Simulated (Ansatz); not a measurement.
KF in the zincblende structure, relaxed with r2SCAN: 8 runs in Ansatz, each a construction of maximally localised Wannier functions. Space group F-43m (No. 216), cubic; conventional cell a = 5.871 Å, 25.29 Å³ an atom. K has 4 F at 2.54 Å; F has 4 K at 2.54 Å. (Calculated; spin-unpolarised; the phase may be known or hypothetical.)

```
K F
1.0
     0.00000    2.93540    2.93540
     2.93540    0.00000    2.93540
     2.93540    2.93540    0.00000
K F
1 1
Cartesian
  0.0000 0.0000 0.0000
  1.4677 1.4677 1.4677
```

Windows count from the top of the filled bands; a dash means that no such window was set (without an outer window there is no disentanglement).

```json
{"functional": "PBE", "SCF mesh": "6×6×6", "trial orbitals": "F s, F p", "functions": "4", "mesh": "8×8×8", "window (eV)": "–", "frozen (eV)": "–", "Ω total (Å²)": "2.36", "Ω invariant (Å²)": "2.09", "largest spread (Å²)": "0.59", "least projectability": "0.97", "interpolation miss of the model's filled bands (eV, to the nearest computed level)": "0.000"}
{"functional": "PBE", "SCF mesh": "6×6×6", "trial orbitals": "F p", "functions": "3", "mesh": "6×6×6", "window (eV)": "–", "frozen (eV)": "–", "Ω total (Å²)": "2.23", "Ω invariant (Å²)": "2.23", "largest spread (Å²)": "0.74", "least projectability": "0.97", "interpolation miss of the model's filled bands (eV, to the nearest computed level)": "0.000"}
{"functional": "r2SCAN", "SCF mesh": "6×6×6", "trial orbitals": "F s, F p", "functions": "4", "mesh": "6×6×6", "window (eV)": "–", "frozen (eV)": "–", "Ω total (Å²)": "2.26", "Ω invariant (Å²)": "1.98", "largest spread (Å²)": "0.57", "least projectability": "0.97", "interpolation miss of the model's filled bands (eV, to the nearest computed level)": "0.000"}
{"functional": "r2SCAN", "SCF mesh": "6×6×6", "trial orbitals": "F p", "functions": "3", "mesh": "6×6×6", "window (eV)": "–", "frozen (eV)": "–", "Ω total (Å²)": "2.17", "Ω invariant (Å²)": "2.16", "largest spread (Å²)": "0.72", "least projectability": "0.98", "interpolation miss of the model's filled bands (eV, to the nearest computed level)": "0.000"}
{"functional": "HSE06", "SCF mesh": "6×6×6", "trial orbitals": "F s, F p", "functions": "4", "mesh": "6×6×6", "window (eV)": "–", "frozen (eV)": "–", "Ω total (Å²)": "2.25", "Ω invariant (Å²)": "1.97", "largest spread (Å²)": "0.56", "least projectability": "0.97", "interpolation miss of the model's filled bands (eV, to the nearest computed level)": "–"}
{"functional": "HSE06", "SCF mesh": "6×6×6", "trial orbitals": "F p", "functions": "3", "mesh": "6×6×6", "window (eV)": "–", "frozen (eV)": "–", "Ω total (Å²)": "2.15", "Ω invariant (Å²)": "2.15", "largest spread (Å²)": "0.72", "least projectability": "0.98", "interpolation miss of the model's filled bands (eV, to the nearest computed level)": "–"}
```

**Question.** Estimate from these rows what the further settings give.

| functional | SCF mesh | trial orbitals | functions | mesh | window (eV) | frozen (eV) |
| --- | --- | --- | --- | --- | --- | --- |
| PBE | 6×6×6 | F s, F p | 4 | 4×4×4 | – | – |
| PBE | 6×6×6 | F s, F p | 4 | 6×6×6 | – | – |

**Answer.**
```json
{"functional": "PBE", "SCF mesh": "6×6×6", "trial orbitals": "F s, F p", "functions": "4", "mesh": "4×4×4", "window (eV)": "–", "frozen (eV)": "–", "Ω total (Å²)": "2.26", "Ω invariant (Å²)": "1.98", "largest spread (Å²)": "0.57", "least projectability": "0.97", "interpolation miss of the model's filled bands (eV, to the nearest computed level)": "0.002"}
{"functional": "PBE", "SCF mesh": "6×6×6", "trial orbitals": "F s, F p", "functions": "4", "mesh": "6×6×6", "window (eV)": "–", "frozen (eV)": "–", "Ω total (Å²)": "2.34", "Ω invariant (Å²)": "2.06", "largest spread (Å²)": "0.58", "least projectability": "0.97", "interpolation miss of the model's filled bands (eV, to the nearest computed level)": "0.000"}
```

A dash in the last column means that the miss wasn't evaluated.

For F s, F p with PBE the spread goes 2.26 Å² (4×4×4), 2.34 Å² (6×6×6), 2.36 Å² (8×8×8): finite differences on a coarse mesh understate it.
